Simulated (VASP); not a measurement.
# Sc (P6/mmm) in VASP: further runs

One crystal, Sc, is run at these levels: RPBE; tasks: single point.

All numbers are computed with VASP 6.6.1; they aren't measurements. Logs are shortened: lines on timing, memory, paths and dates and some standing lists are left out, and cuts for length are marked.

### Step 1. Starting point

Symmetry: P6/mmm, No. 191, hexagonal system. Conventional cell: a = 5.215 Å, b = 5.215 Å, c = 3.254 Å, α = 90.00°, β = 90.00°, γ = 120.00°. Sc (site symmetry 6/mmm) is surrounded by 14 Sc at 3.25 to 3.42 Å. Around Sc (site symmetry -6m2) lie 11 Sc at 3.01 to 3.42 Å.

This isn't the form of Sc at room conditions, which is hcp.

### Step 2. Single point, RPBE

INCAR

```
SYSTEM = Sc
ALGO     = Fast           ! electronic algorithm
EDIFF    = 1E-6           ! SCF threshold, eV
ENCUT    = 520            ! plane-wave cutoff, eV
GGA      = RP             ! functional
ISIF     = 2              ! what is computed and relaxed
ISMEAR   = -1             ! smearing method
LASPH    = .TRUE.         ! aspherical terms in the spheres
LCHARG   = .FALSE.        ! write CHGCAR
LREAL    = .FALSE.        ! projectors in reciprocal space
LWAVE    = .FALSE.        ! write WAVECAR
NBANDS   = 24             ! bands
NELM     = 80             ! most SCF steps
PREC     = Accurate       ! precision mode
SIGMA    = 0.1            ! smearing width, eV
```

KPOINTS

```
k-points
0
G
  9 9 13
  0 0 0
```

POSCAR

```
Sc
1.0
    5.2152827625      0.0000000000      0.0000000000
   -2.6076413812      4.5165673602      0.0000000000
    0.0000000000      0.0000000000      3.2542388274
Sc
3
Direct
    0.0000000000      0.0000000000      0.0000000000
    0.3333333333      0.6666666667      0.5000000000
    0.6666666667      0.3333333333      0.5000000000
```

Potentials or basis: VASP PAW PBE potentials, release 64 (Sc_sv).

Command:

```
$ cat potpaw_PBE.64/Sc_sv/POTCAR > POTCAR
$ mpirun -np 1 vasp_std > vasp.out
```

OUTCAR:

```text
SYSTEM = Sc
   EDIFF = 1E-6
   ENCUT = 520
   GGA = RP
   ISIF = 2
   ISMEAR = -1
   LASPH = .TRUE.
   LREAL = .FALSE.
   NELM = 80
   PREC = Accurate

 ion  position               nearest neighbor table
   1  0.000  0.000  0.000-   2 3.42   3 3.42   2 3.42   3 3.42   2 3.42   2 3.42   3 3.42   3 3.42
                             3 3.42   3 3.42   2 3.42   2 3.42
   2  0.333  0.667  0.500-   3 3.01   3 3.01   3 3.01   1 3.42   1 3.42   1 3.42   1 3.42   1 3.42
                             1 3.42
   3  0.667  0.333  0.500-   2 3.01   2 3.01   2 3.01   1 3.42   1 3.42   1 3.42   1 3.42   1 3.42
                             1 3.42

  LATTYP: Found a hexagonal cell.
 ALAT       =     5.2152827625
 C/A-ratio  =     0.6239812826

  Lattice vectors:

 A1 = (   5.2152827625,   0.0000000000,   0.0000000000)
 A2 = (  -2.6076413812,   4.5165673602,   0.0000000000)
 A3 = (   0.0000000000,   0.0000000000,   3.2542388274)

Analysis of symmetry for initial positions (statically):
=====================================================================
 Subroutine PRICEL returns:
 Original cell was already a primitive cell.

 Routine SETGRP: Setting up the symmetry group for a
 hexagonal supercell.

 Subroutine GETGRP returns: Found 24 space group operations
 (whereof 24 operations were pure point group operations)
 out of a pool of 24 trial point group operations.

The static configuration has the point symmetry D_6h.

Analysis of symmetry for dynamics (positions and initial velocities):
=====================================================================
 Subroutine PRICEL returns:
 Original cell was already a primitive cell.

 Routine SETGRP: Setting up the symmetry group for a
 hexagonal supercell.

 Subroutine GETGRP returns: Found 24 space group operations
 (whereof 24 operations were pure point group operations)
 out of a pool of 24 trial point group operations.

The dynamic configuration has the point symmetry D_6h.

 Subroutine INISYM returns: Found 24 space group operations
 (whereof 24 operations are pure point group operations),
 and found     1 'primitive' translations

----------------------------------------------------------------------------------------

                                     Primitive cell

  volume of cell :      76.6542

[... 86 lines left out ...]
   LSORBIT =      F    spin-orbit coupling
   LASPH  =      T    aspherical Exc in radial PAW
   ENCUT  =  520.0 eV  38.22 Ry    6.18 a.u.   9.70  9.70  6.05*2*pi/ulx,y,z
   NELM   =     80;   NELMIN=  2; NELMDL= -5     # of ELM steps
   EDIFF  = 0.1E-05   stopping-criterion for ELM
   LREAL  =      F    real-space projection
   EDIFFG = 0.1E-04   stopping-criterion for IOM
   NSW    =      0    number of steps for IOM
   IBRION =     -1    ionic relax: 0-MD 1-quasi-New 2-CG
   NFREE  =      0    steps in history (QN), initial steepest desc. (CG)
   ISIF   =      2    stress and relaxation
   ISYM   =      2    0-nonsym 1-usesym 2-fastsym
   POTIM  = 0.5000    time-step for ionic-motion
   TEBEG  =    0.0;   TEEND  =   0.0 temperature during run
   PSTRESS=    0.0 pullay stress
   NELECT =      33.0000    total number of electrons
   NUPDOWN=      -1.0000    fix difference up-down
   EMIN   =  10.00;   EMAX   =-10.00  energy-range for DOS
   EFERMI =   0.00;   METHOD = LEGACY
   ISMEAR =    -1;   SIGMA  =   0.10  broadening in eV -4-tet -1-fermi 0-gaus
   EFERMI_NEDOS =   21; number of points for ismear=-14 and -15
   IALGO  =     68    algorithm
   IMIX   =      4    mixing-type and parameters
     AMIX     =   0.40;   BMIX     =  1.00
     AMIX_MAG =   1.60;   BMIX_MAG =  1.00
  volume/ion in A,a.u.               =      25.55       172.43
  Fermi-wavevector in a.u.,A,eV,Ry     =   1.236140  2.335965 20.790265  1.528041
  Thomas-Fermi vector in A             =   2.370760
   LORBIT       =      0    0 simple, 1 ext, 2 COOP (PROOUT), +10 PAW based schemes
   GGA     = RP    functional components
   LHFCALC =     F    Hartree Fock is set to
   AEXX    =    0.0000 exact exchange contribution
   IVDW    =     0    specifies the selected vdW correction
   LEPSILON=     F    determine dielectric tensor
   LRPA    =     F    only Hartree local field effects (RPA)
 non-spin polarized calculation
 RMM-DIIS sequential band-by-band and
  energy-cutoff  :      520.00
  volume of cell :       76.65
 maximum number of plane-waves:      2089
 NGX is ok and might be reduce to    40
   NGX = 19   NGY = 19   NGZ = 13

 number of electron      33.0000001 magnetization

 Free energy of the ion-electron system (eV)
  ---------------------------------------------------
  ext. energy  EPLUGINS =         0.00000000
  ---------------------------------------------------
  free energy    TOTEN  =       -17.74312840 eV

  energy without entropy =      -17.54354056  energy(sigma->0) =      -17.64333448

 E-fermi :   3.5509     XC(G=0):  -9.6108

 val. band max:        3.5468189697   @ k =   0.2222   0.0000   0.1538
 cond. band min:       3.5530108994   @ k =   0.2222   0.1111   0.1538
 fundamental gap:      0.0061919297
 Fermi energy:         3.5509275161

 k-point     1 :       0.0000    0.0000    0.0000
  band No.  band energies     occupation
      1     -46.1134      2.00000
      2     -46.0680      2.00000
      3     -46.0191      2.00000
      4     -24.7707      2.00000
      5     -24.7707      2.00000
      6     -24.6850      2.00000
[... 637 lines left out ...]
     23       5.5585      0.00000
     24       5.7408      0.00000

 [... further k-points ...]

------------------------ aborting loop because EDIFF is reached ----------------------------------------

  FORCE on cell =-STRESS in cart. coord.  units (eV):
  Direction    XX          YY          ZZ          XY          YZ          ZX
  --------------------------------------------------------------------------------------
  -------------------------------------------------------------------------------------
  Total        0.0005963      0.0005963      0.0091848      0.0000000     -0.0000000     -0.0000000
  in kB        0.0124631      0.0124631      0.1919753      0.0000000     -0.0000000     -0.0000000
  external PRESSURE =       0.0723005 kB  Pullay stress =       0.0000000 kB

 VOLUME and BASIS-vectors are now :
 -----------------------------------------------------------------------------
  energy-cutoff  :      520.00
  volume of cell :       76.65
      direct lattice vectors                 reciprocal lattice vectors
     5.215282763  0.000000000  0.000000000     0.191744158  0.110703541  0.000000000
    -2.607641381  4.516567360  0.000000000     0.000000000  0.221407082  0.000000000
     0.000000000  0.000000000  3.254238827     0.000000000  0.000000000  0.307291521

 POSITION                                       TOTAL-FORCE (eV/Angst)
 -----------------------------------------------------------------------------------
      0.00000      0.00000      0.00000         0.000000      0.000000      0.000000
     -0.00000      3.01104      1.62712        -0.000000     -0.000000      0.000000
      2.60764      1.50552      1.62712         0.000000      0.000000      0.000000
 -----------------------------------------------------------------------------------
    total drift:                               -0.000000      0.000000      0.000000

  FREE ENERGIE OF THE ION-ELECTRON SYSTEM (eV)
  ---------------------------------------------------
  free  energy   TOTEN  =       -17.7431283968 eV

  energy  without entropy=      -17.5435405634  energy(sigma->0) =      -17.64333448
```

stdout:

```text
POSCAR found type information on POSCAR Sc
 POSCAR found :  1 types and       3 ions
 scaLAPACK will be used
 -----------------------------------------------------------------------------
|                                                                             |
|                                                                             |
|     You enforced a specific xc type in the INCAR file but a different       |
|     I HOPE YOU KNOW WHAT YOU ARE DOING!                                     |
|                                                                             |
 -----------------------------------------------------------------------------

 LDA part: xc-table for (Slater+PW92), standard interpolation
 POSCAR, INCAR and KPOINTS ok, starting setup
 FFT: planning ... GRIDC
 FFT: planning ... GRID_SOFT
 FFT: planning ... GRID
 WAVECAR not read
 entering main loop
```

Wall time 3.6 min (1 thread of Intel Xeon Platinum 8259CL at 2.50GHz (Skylake/Cascade Lake), shared host); peak memory 0.26 GiB.

Results:

| Property | Result |
| --- | --- |
| Free energy | -17.7431 eV |
| Pressure | 0.0 GPa |
| Band gap on the k mesh | none (metal or under the smearing width) |

Caveat: the PAW data sets were made with another functional, which shifts forces and pressure a little.

### Step 3. Single point, RPBE

INCAR

```
SYSTEM = Sc
PREC = Accurate
ENCUT = 520
EDIFF = 1E-6
ISMEAR = -1
SIGMA = 0.1
LREAL = .FALSE.
LASPH = .TRUE.
NELM = 80
ALGO = Normal
ISIF = 2
LWAVE = .FALSE.
LCHARG = .FALSE.
GGA = RP
NBANDS = 24
```

KPOINTS

```
regular mesh
0
G
  8 8 11
  0 0 0
```

POSCAR is that of step 2.

Potentials or basis: VASP PAW PBE potentials, release 64 (Sc_sv).

Command:

```
$ cat potpaw_PBE.64/Sc_sv/POTCAR > POTCAR
$ mpirun -np 1 vasp_std > vasp.out
```

OUTCAR:

```text
SYSTEM = Sc
   PREC = Accurate
   ENCUT = 520
   EDIFF = 1E-6
   ISMEAR = -1
   LREAL = .FALSE.
   LASPH = .TRUE.
   NELM = 80
   ISIF = 2
   GGA = RP

 ion  position               nearest neighbor table
   1  0.000  0.000  0.000-   2 3.42   3 3.42   2 3.42   3 3.42   2 3.42   2 3.42   3 3.42   3 3.42
                             3 3.42   3 3.42   2 3.42   2 3.42
   2  0.333  0.667  0.500-   3 3.01   3 3.01   3 3.01   1 3.42   1 3.42   1 3.42   1 3.42   1 3.42
                             1 3.42
   3  0.667  0.333  0.500-   2 3.01   2 3.01   2 3.01   1 3.42   1 3.42   1 3.42   1 3.42   1 3.42
                             1 3.42

  LATTYP: Found a hexagonal cell.
 ALAT       =     5.2152827625
 C/A-ratio  =     0.6239812826

  Lattice vectors:

 A1 = (   5.2152827625,   0.0000000000,   0.0000000000)
 A2 = (  -2.6076413812,   4.5165673602,   0.0000000000)
 A3 = (   0.0000000000,   0.0000000000,   3.2542388274)

Analysis of symmetry for initial positions (statically):
=====================================================================
 Subroutine PRICEL returns:
 Original cell was already a primitive cell.

 Routine SETGRP: Setting up the symmetry group for a
 hexagonal supercell.
[... 169 lines left out ...]

 E-fermi :   3.5516     XC(G=0):  -9.6108

 val. band max:        3.5426729190   @ k =   0.2500   0.2500   0.3636
 cond. band min:       3.5537640860   @ k =   0.2500   0.0000   0.0909
 fundamental gap:      0.0110911670
 Fermi energy:         3.5516127719

 k-point     1 :       0.0000    0.0000    0.0000
  band No.  band energies     occupation
      1     -46.1130      2.00000
      2     -46.0676      2.00000
      3     -46.0187      2.00000
      4     -24.7703      2.00000
      5     -24.7703      2.00000
      6     -24.6846      2.00000
[... 637 lines left out ...]
     23       5.7194      0.00000
     24       6.1406      0.00000

 [... further k-points ...]

------------------------ aborting loop because EDIFF is reached ----------------------------------------

  FORCE on cell =-STRESS in cart. coord.  units (eV):
  Direction    XX          YY          ZZ          XY          YZ          ZX
  --------------------------------------------------------------------------------------
  -------------------------------------------------------------------------------------
  Total       -0.0013346     -0.0013346      0.0050015     -0.0000000     -0.0000000      0.0000000
  in kB       -0.0278948     -0.0278948      0.1045386     -0.0000000     -0.0000000      0.0000000
  external PRESSURE =       0.0162497 kB  Pullay stress =       0.0000000 kB

 VOLUME and BASIS-vectors are now :
 -----------------------------------------------------------------------------
  energy-cutoff  :      520.00
  volume of cell :       76.65
      direct lattice vectors                 reciprocal lattice vectors
     5.215282763  0.000000000  0.000000000     0.191744158  0.110703541  0.000000000
    -2.607641381  4.516567360  0.000000000     0.000000000  0.221407082  0.000000000
     0.000000000  0.000000000  3.254238827     0.000000000  0.000000000  0.307291521

 POSITION                                       TOTAL-FORCE (eV/Angst)
 -----------------------------------------------------------------------------------
      0.00000      0.00000      0.00000        -0.000000      0.000000     -0.000000
     -0.00000      3.01104      1.62712        -0.000000      0.000000     -0.000000
      2.60764      1.50552      1.62712         0.000000     -0.000000      0.000000
 -----------------------------------------------------------------------------------
    total drift:                               -0.000000      0.000000      0.000000

  FREE ENERGIE OF THE ION-ELECTRON SYSTEM (eV)
  ---------------------------------------------------
  free  energy   TOTEN  =       -17.7430504653 eV

  energy  without entropy=      -17.5431825111  energy(sigma->0) =      -17.64311649
```

It took 1.9 min on 1 thread of Intel Xeon Platinum 8259CL at 2.50GHz (Skylake/Cascade Lake), shared host; peak memory 0.24 GiB.

What came out:

```yaml
Free_energy: -17.7431 eV
Pressure: 0.0 GPa
Band_gap_on_the_k_mesh: none (metal or under the smearing width)
```

Levels at points of the mesh, in eV from the Fermi level:
| k point | band 14 | band 15 | band 16 | band 17 | band 18 | band 19 |
| --- | --- | --- | --- | --- | --- | --- |
| (0.00, 0.00, 0.00) | -0.69 | -0.08 | -0.08 | -0.06 | -0.06 | 0.65 |
| (0.50, 0.00, 0.00) | -3.03 | -1.53 | 0.47 | 0.58 | 0.60 | 0.65 |

Caveat: the PAW data sets were made with another functional, which shifts forces and pressure a little.

### Step 4. Single point, RPBE

This run uses another cell than the first one, of 27.60 Å³/atom, 1.080 times its volume.

INCAR

```
PREC     = Accurate       # precision mode
ENCUT    = 520            # plane-wave cutoff, eV
EDIFF    = 1E-7           # SCF threshold, eV
ISMEAR   = -1             # smearing method
SIGMA    = 0.1            # smearing width, eV
LREAL    = False          # projectors in reciprocal space
LASPH    = True           # aspherical terms in the spheres
NELM     = 60             # most SCF steps
ALGO     = Normal         # electronic algorithm
ISIF     = 2              # what is computed and relaxed
LWAVE    = False          # write WAVECAR
LCHARG   = False          # write CHGCAR
GGA      = RP             # functional
NBANDS   = 24             # bands
```

KPOINTS

```
Automatic mesh
0
Gamma
  8 8 11
```

POSCAR

```
Sc
1.0
    5.3508048474      0.0000000000      0.0000000000
   -2.6754024237      4.6339329285      0.0000000000
    0.0000000000      0.0000000000      3.3388020717
Sc
3
Direct
    0.0000000000      0.0000000000      0.0000000000
    0.3333333333      0.6666666667      0.5000000000
    0.6666666667      0.3333333333      0.5000000000
```

Command:

```
$ cat potpaw_PBE.64/Sc_sv/POTCAR > POTCAR
$ mpirun -np 1 vasp_std > vasp.out
```

It took 2.2 min on 1 thread of Intel Xeon Platinum 8259CL at 2.50GHz (Skylake/Cascade Lake), shared host; peak memory 0.24 GiB.

It converged, with:

```
Free energy            : -17.6786 eV
Pressure               : -3.3 GPa
Band gap on the k mesh : none (metal or under the smearing width)
```

Stress tensor (GPa, compression positive):
```
-3.26  0.00  0.00
 0.00 -3.26  0.00
 0.00  0.00 -3.43
```

Levels at points of the mesh, in eV from the Fermi level:
```
           k point  band 13  band 14  band 15  band 16  band 17  band 18  band 19  band 20
(0.00, 0.00, 0.00)    -4.87    -0.62    -0.10    -0.10    -0.09    -0.09     0.57     1.41
(0.50, 0.00, 0.00)    -3.03    -2.99    -1.44     0.42     0.46     0.57     0.62     0.92
```

Caveat: the PAW data sets were made with another functional, which shifts forces and pressure a little.

### Step 5. Summary

| cell | k mesh | gap on the mesh (eV) | pressure (GPa) |
| --- | --- | --- | --- |
| P6/mmm, 25.55 Å³/atom | 9 × 9 × 13 | none | 0.0 |
| P6/mmm, 25.55 Å³/atom | 8 × 8 × 11 | none | 0.0 |
| P6/mmm, 27.6 Å³/atom | 8 × 8 × 11 | none | -3.3 |

Alike in all rows: task single point; level RPBE; potentials or basis VASP PAW PBE potentials, release 64 (Sc_sv); no spin polarisation; cutoff (eV) 520; smearing fermi-dirac 0.1 eV.

Every run on the cell as given and a fine mesh finds a metal.

Caveats: the PAW data sets were made with another functional, which shifts forces and pressure a little.

Total energies depend on the potentials used, so only differences within one code and one set of settings carry meaning.
